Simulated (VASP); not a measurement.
# CuI (Marshite): relaxation of cell and atoms with LDA

The system is CuI (Marshite).

```
CELL_PARAMETERS angstrom
0.00000 2.93371 2.93371
2.93371 0.00000 2.93371
2.93371 2.93371 0.00000
ATOMIC_POSITIONS crystal
Cu 0.25000 0.25000 0.25000
I 0.00000 0.00000 0.00000
```

| Item | Value |
| --- | --- |
| Program | VASP 6.6.1 |
| Task | relaxation of cell and atoms |
| Functional | LDA |
| Potentials or basis | VASP PAW LDA potentials, release 64 (Cu, I) |
| Cutoff | 600 eV |
| k mesh | 8 × 8 × 8 |
| Occupations | gaussian, width 0.03 eV |
| Spin | no spin polarisation |
| Further INCAR settings | ALGO = Normal; EDIFF = 1e-07; IBRION = 2; EDIFFG = -0.005; NSW = 90; ISIF = 3 |

* Relaxed volume: 25.23 Å³/atom
* Relaxed cell: a = 4.148 Å, b = 4.148 Å, c = 4.148 Å, α = 60.00°, β = 60.00°, γ = 60.00°
* Space group after relaxing (to 0.05 Å): F-43m (No. 216)
* Energy gained by relaxing: 0.0 meV/atom
* Ionic steps: 2
* Pressure after relaxing: 0.0 GPa
* Band gap on the k mesh: 1.28 eV, direct

Final structure:
```
Cu I
1.0
     0.00000    2.93297    2.93297
     2.93297    0.00000    2.93297
     2.93297    2.93297    0.00000
Cu I
1 1
Direct
  0.25000 0.25000 0.25000
  0.00000 0.00000 0.00000
```

Levels at points of the mesh, in eV from the valence-band top:
```
           k point  band 7  band 8  band 9  band 10  band 11  band 12
(0.00, 0.00, 0.00)    0.00    0.00    0.00     1.28     4.75     4.75
(0.50, 0.00, 0.00)   -2.29   -0.89   -0.89     2.15     5.33     5.33
(0.50, 0.50, 0.00)   -2.27   -1.93   -1.93     2.42     2.78     9.76
```

Run time: 19 s on 1 thread of Intel(R) Xeon(R) 6975P-C (Granite Rapids), with other jobs on the host, peak memory 0.18 GiB.

Caveat: spin-orbit coupling is left out, which moves the levels of the heavy elements.
